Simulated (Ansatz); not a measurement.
An input for the plane-wave PAW code Ansatz:

```yaml
crystal:
  lattice:
    - [0.0, 1.9466421431, 1.9466421431]
    - [1.9466421431, 0.0, 1.9466421431]
    - [1.9466421431, 1.9466421431, 0.0]
  atoms:
    - { symbol: Re, position: [0.0, 0.0, 0.0] }
basis:
  ecutwfc: 500
  ecutrho_ratio: 4
kpoints:
  mp_grid: { grid: [18, 18, 18] }
  band_path:
    path:
      - [[0.0, 0.0, 0.0], [0.5, 0.0, 0.5], [0.625, 0.25, 0.625]]
      - [[0.375, 0.375, 0.75], [0.0, 0.0, 0.0], [0.5, 0.5, 0.5], [0.5, 0.25, 0.75], [0.5, 0.0, 0.5]]
    npoints: 14
hamiltonian:
  xc: r2scan
scf:
  occupations: { method: gaussian, width: 0.05 }
  n_extra_bands: 10
output:
  forces: true
  stress: true
  eigenvalues: true
  populations: true
  dos: { projected: true, de: 0.02, nscf_kmesh: { grid: [27, 27, 27] } }
  bader: true
```

At room temperature and ambient pressure Re is hcp.

Problem. What will the run give?

Solution. Pressure 0.0 GPa, gap on the mesh zero (metallic) (r²SCAN, scalar-relativistic).

Output, machine lines left out:

```
scf.n_extra_bands = 10 over 8 filled bands (N_el = 15.0): the run solves 18 bands
Pseudopotentials: kind: paw
Pseudopotential: Re, paw, valence charge 15, recommended cutoff 500 eV (meta_gga), Re.paw.azcp
Crystal: 1 atoms, lattice volume = 14.753 Å³
Basis set: ecut = 500 eV, 339 PW (Γ), exchange–correlation on 96×96×96 points (64 copies of the dense FFT grid, shifted against one another)
Bands: 18, of which v1, the nominal top of the filled ones, is band 8 counted from 1 (7 counted from 0)
Symmetry: 48 space group operations
Space group: Fm-3m (ITA 225), of the structure as read, at distance tolerance 2.5e-5 Å
k-points: 195 of 5832
Initial density: superposition of atomic densities (neutral atoms: chi_scale 0, normalization atom), corrected by the library's trained network
Initial wavefunctions: pseudopotential atomic-orbital guess
Functional: x = r2scan, c = r2scan; τ floored in thin density (d = 2e-4 eV/Å³)
```

```
SCF iter   1: F=—  HF=-10880.735658 eV  |F-HF|=—  |Δ(HF+E_count)|=         —  Δρ=9.60e-3  dr2=5.59e-3  dr2_τ=8.41e-2  ethr=1.77e-3  ⟨swp⟩=5.3  Hψ=18017  notcnv=0  defer=195
SCF iter   2: F=—  HF=-10880.749580 eV  |F-HF|=—  |Δ(HF+E_count)|=   1.39e-2  Δρ=4.71e-3  dr2=6.99e-4  dr2_τ=2.56e-4  ethr=3.73e-5  ⟨swp⟩=2.3  Hψ=7285  notcnv=0  defer=746
SCF iter   3: F=—  HF=-10880.750611 eV  |F-HF|=—  |Δ(HF+E_count)|=   1.03e-3  Δρ=1.80e-3  dr2=1.08e-4  dr2_τ=2.62e-5  ethr=4.66e-6  ⟨swp⟩=2.3  Hψ=3274  notcnv=0  defer=746
SCF iter   4: F=—  HF=-10880.750793 eV  |F-HF|=—  |Δ(HF+E_count)|=   1.82e-4  Δρ=9.20e-5  dr2=2.44e-7  dr2_τ=2.08e-7  ethr=7.22e-7  ⟨swp⟩=2.8  Hψ=4041  notcnv=0  defer=746
SCF iter   5: F=—  HF=-10880.750792 eV  |F-HF|=—  |Δ(HF+E_count)|=   8.81e-7  Δρ=1.01e-5  dr2=4.51e-9  dr2_τ=1.67e-9  ethr=1.63e-9  ⟨swp⟩=2.6  Hψ=4136  notcnv=0  defer=746
SCF iter   6: F=-10880.750792 eV  HF=-10880.750792 eV  |F-HF|=2.36e-11  |Δ(HF+E_count)|=   7.13e-9  Δρ=5.37e-7  dr2=8.75e-12  dr2_τ=5.11e-12  ethr=3.01e-11  ⟨swp⟩=6.6  Hψ=14685  notcnv=0
```

```
SCF 1 converged in 6 iterations: F = -10880.750792 eV  dr2 = 8.75e-12
NSCF: frozen V_eff on 86 k-points
NSCF: frozen V_eff on 560 k-points
SCF converged after 6 iterations
Free energy (F): -10880.750792 eV
E sigma→0 (E₀):  -10880.750233 eV
Entropy (-TS):   -0.001118 eV (-1.118 meV/atom)
Fermi energy:    24.010273 eV
--- Per-component energies (eV) ---
  E_band       = -88.243823
  E_kinetic    = 541.777175
  E_local      = -760.569263  (includes V_loc(G=0)·N_el)
  E_nonlocal   = 49.261463
  E_hartree    = 273.102069
  E_xc         = -386.979974
  E_vxc        = -340.773396  (∫ρ·V_xc dr)
  E_paw        = -8689.150907  (= ΣΔE_a)
  E_vpaw       = -141.922441  (= ΣTr[D̂ρ^β])
  E_aug_tail   = -0.000034  (compensation charges beyond the density's cutoff)
  E_vtau       = 17.778484  (kinetic-family band-sum trace: ∫τ·v_τ [+ j·A + Jᵃ·Aᵃ] dr)
  E_ewald      = -1907.719332
  E_core_change = -0.470871  (= ΣΔE_core)
  E_smearing   = -0.001118  (= −TS)
--- Forces (eV/Å), atoms counted from 1 ---
  atom   1  Re     0.00000000     0.00000000     0.00000000
--- Stress (GPa, compression-positive) ---
        0.010567       0.000000       0.000000
        0.000000       0.010567       0.000000
        0.000000       0.000000       0.010567
  P = ⅓ Tr σ = 0.0106 GPa (0.106 kbar)
--- Löwdin populations: 1 site ---
  site symbol       q [e]
     0     Re     14.8240
--- Bader charges: 1 site ---
  site symbol  charge [e]  shift [e]
     0     Re      0.0000     0.0000
  estimated error of the sums over rays = 6.5e-7 e
```

It took about 23 core-seconds on a shared host.

No spin–orbit coupling, a notable omission for heavy elements.
